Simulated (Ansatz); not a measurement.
# One atom moved along a line in WS₂

These are results of Ansatz, DFT r2SCAN, scalar-relativistic, plane waves, PAW, not measurements. The runs took a 500 eV cutoff, a Γ-centred 12×12×2 mesh and Gaussian smearing (0.05 eV). Spin–orbit coupling is left out, which can shift energies with elements as heavy as these. No spin polarisation. Energies are free energies at this smearing, counted from the undisturbed cell; pressure is positive in compression.

Zero of the scan (relaxed at this level; this form isn't the usual structure):

```
W S
1.0
     3.18141    0.00000    0.00000
    -1.59071    2.75518    0.00000
     0.00000    0.00000   23.68815
W S
2 4
Direct
  0.33333 0.66667 0.63794
  0.66667 0.33333 0.36206
  0.33333 0.66667 0.29624
  0.66667 0.33333 0.57210
  0.33333 0.66667 0.42790
  0.66667 0.33333 0.70376
```

The cell holds layers and no dispersion correction was added, so their binding is poorly described.

Atom 4 (S) is moved by x along the Cartesian unit vector (0.000, 0.000, 1.000); the cell and all other atoms stay fixed.

```json
{"x (Å)": "-0.3000", "ΔE (meV/cell)": "674.1"}
{"x (Å)": "-0.1500", "ΔE (meV/cell)": "189.6"}
{"x (Å)": "0.0000", "ΔE (meV/cell)": "0.0"}
{"x (Å)": "0.2250", "ΔE (meV/cell)": "552.1"}
```

Cost: 4 runs of about 2.9 core-minutes in all, on Intel Xeon Processor @ 2.70GHz (shared hosts).